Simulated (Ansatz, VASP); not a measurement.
**One calculation of ZrC, two programs**

INCAR

```
SYSTEM = ZrC
PREC = Accurate
ENCUT = 520
EDIFF = 1E-6
ISMEAR = -1
SIGMA = 0.03
LREAL = .FALSE.
LASPH = .TRUE.
NELM = 100
ALGO = Normal
ISIF = 2
LWAVE = .FALSE.
LCHARG = .TRUE.
GGA = PE
LELF = .TRUE.
LVHAR = .TRUE.
NBANDS = 15
```

KPOINTS

```
Automatic mesh
0
G
  7 7 7
  0 0 0
```

The input POSCAR:

```
ZrC
1.0
    0.0000000000      2.3650000000      2.3650000000
    2.3650000000      0.0000000000      2.3650000000
    2.3650000000      2.3650000000      0.0000000000
Zr C
1 1
Direct
    0.5000000000      0.5000000000      0.5000000000
    0.0000000000      0.0000000000      0.0000000000
```

File input.yaml:

```yaml
crystal:
  lattice:
    - [0.0, 2.365, 2.365]
    - [2.365, 0.0, 2.365]
    - [2.365, 2.365, 0.0]
  atoms:
    - { symbol: Zr, position: [0.5, 0.5, 0.5] }
    - { symbol: C, position: [0.0, 0.0, 0.0] }
kpoints:
  mp_grid: { grid: [7, 7, 7] }
scf:
  occupations: { method: fermi_dirac, width: 0.03 }
hamiltonian:
  xc: pbe
  pseudopotentials: { kind: all_electron, lapw: { basis_error: 0.003 } }
output:
  forces: true
  stress: true
  eigenvalues: true
```

Alike in both runs: task single point; functional PBE; k mesh 7 × 7 × 7; occupations fermi-dirac, width 0.03 eV; no spin polarisation.

|  | VASP | Ansatz |
| --- | --- | --- |
| version | VASP 6.6.1 | Ansatz 0.2.0 |
| potentials or method | VASP PAW PBE potentials, release 64 (Zr_sv, C) | all-electron LAPW, scalar-relativistic |
| plane-wave cutoff (eV) | 520 | see its input |

|  | VASP | Ansatz | Ansatz less VASP |
| --- | --- | --- | --- |
| gap on the k mesh at the Fermi level (eV) | none | none | - |
| pressure (GPa) | -2.7 | -2.9 | -0.18 |

A gap of «none» marks a metal or a gap that the smearing closes. Ansatz ran all-electron here, so the differences hold the error of VASP's frozen core and of both bases.

Caveats: the k mesh is thin for a metal, which can move the energy by tens of meV per atom (Ansatz).
